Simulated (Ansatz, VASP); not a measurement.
## One calculation of CoO, two programs

File INCAR:

```
PREC = Accurate
ENCUT = 520
EDIFF = 1E-7
ISMEAR = 0
SIGMA = 0.02
LREAL = F
LASPH = T
NELM = 120
ALGO = Normal
ISIF = 2
LWAVE = F
LCHARG = F
ISPIN = 2
MAGMOM = 2 0
LORBIT = 11
LMAXMIX = 4
GGA = PE
```

Contents of KPOINTS:

```
Automatic mesh
0
Gamma
  11 11 11
```

File POSCAR:

```
CoO
1.0
    0.0000000000      2.1315000000      2.1315000000
    2.1315000000      0.0000000000      2.1315000000
    2.1315000000      2.1315000000      0.0000000000
Co O
1 1
Direct
    0.0000000000      0.0000000000      0.0000000000
    0.5000000000      0.5000000000      0.5000000000
```

Contents of input.yaml:

```yaml
crystal:
  lattice:
    - [0.0, 2.1315, 2.1315]
    - [2.1315, 0.0, 2.1315]
    - [2.1315, 2.1315, 0.0]
  atoms:
    - { symbol: Co, position: [0.0, 0.0, 0.0], spin: 2.0 }
    - { symbol: O, position: [0.5, 0.5, 0.5] }
hamiltonian:
  xc: pbe
  pseudopotentials: { kind: paw }
magnetization:
  spin_polarized: true
kpoints:
  mp_grid: { grid: [11, 11, 11] }
scf:
  occupations: { method: gaussian, width: 0.02 }
output:
  forces: true
  stress: true
  eigenvalues: true
  write_density: true
  write_potential: true
  elf: true
  volumetric_format: npy
```

Alike in both runs: functional PBE; k mesh 11 × 11 × 11; occupations gaussian, width 0.02 eV; collinear spin, ferromagnetic start.

```csv
,VASP,Ansatz
version,VASP 6.6.1,Ansatz 0.2.0
potentials or method,"VASP PAW PBE potentials, release 64 (Co, O)",Ansatz PAW
plane-wave cutoff (eV),520,420
valence electrons in the cell,15,23
task,atomic charges,single point
```

|  | VASP | Ansatz | Ansatz less VASP |
| --- | --- | --- | --- |
| gap on the k mesh at the Fermi level (eV) | none | none | - |
| pressure (GPa) | -2.5 | -1.6 | +0.88 |
| net moment per atom (μB) | 1.46 | 1.49 | +0.030 |
| size of the moment on the site where the two differ most (μB) | 2.57 | 2.53 | -0.041 |

Site moments also hang on the region over which each program counts them. A gap of «none» marks a metal or a gap that the smearing closes. The two sets of potentials don't hold the same shells in valence.

Caveats: a cell with one magnetic atom can't hold antiferromagnetic order, which such compounds often take; semilocal functionals often make such compounds metallic where correlation or magnetic order opens a gap, which also shifts bond lengths; the pressure holds a Pulay correction of +0.7 GPa for the finite cutoff (Ansatz). With open d or f shells a metallic result of PBE can be an artefact of self-interaction; +U or a hybrid may open a gap.
